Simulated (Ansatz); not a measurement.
# How far is PAW off for CdS?

```xyz
2
Lattice="0.0589 2.9724 2.9724 2.9724 0.0589 2.9724 2.9724 2.9724 0.0589" Properties=species:S:1:pos:R:3 pbc="T T T"
Cd    0.0000    0.0000    0.0000
S     4.5027    4.5027    4.5027
```

Atoms are numbered in the order listed.

The cell is the one relaxed in the Materials Project (mp-2469), not relaxed further here; entries there can be hypothetical. The listed cell was then made from it by scaling, straining or moving an atom.

Methods: DFT, PBE, PAW with Ansatz's default frozen-core files, scalar-relativistic (Ansatz 0.2.0); DFT, PBE, all-electron PAW with datasets made for the crystal, scalar-relativistic (Ansatz 0.2.0); DFT, PBE, all-electron LAPW, scalar-relativistic (Ansatz 0.2.0).

For PAW: a Γ-centred 7×7×7 k mesh, Fermi–Dirac smearing of 0.02 eV, cutoff 420 eV, no spin polarisation. The crystal-made all-electron datasets (AE datasets) take a cutoff of 260 eV at this cell. LAPW targets a basis error of 0.5 meV/atom. The Ansatz runs share mesh, smearing and spin set-up. Plane-wave (PAW) pressures include the program's estimate of the Pulay term.

Stress and pressure are positive in compression.

The change that made this cell: equal xy, yz and zx engineering shear strains of +2 %.

No spin–orbit coupling: at heavy atoms the gradients can be off by tens of per cent for that reason.

| quantity | PAW | AE datasets | LAPW |
| --- | --- | --- | --- |
| pressure (GPa) | 1.26 | 1.29 | 1.29 |
| stress yz (GPa) | -0.94 | -0.94 | -0.94 |
| stress xz (GPa) | -0.94 | -0.94 | -0.94 |
| stress xy (GPa) | -0.94 | -0.94 | -0.94 |
| force on Cd1, y (eV/Å) | -0.106 | -0.107 | -0.107 |
| force on S2, z (eV/Å) | 0.106 | 0.107 | 0.107 |
| band gap (eV) | 1.055 | 1.055 | 1.055 |
| field gradient Vzz at Cd1 (10²¹ V/m²) | 1.99 | 2.01 | – |
| field gradient Vzz at S2 (10²¹ V/m²) | 0.42 | 0.42 | – |
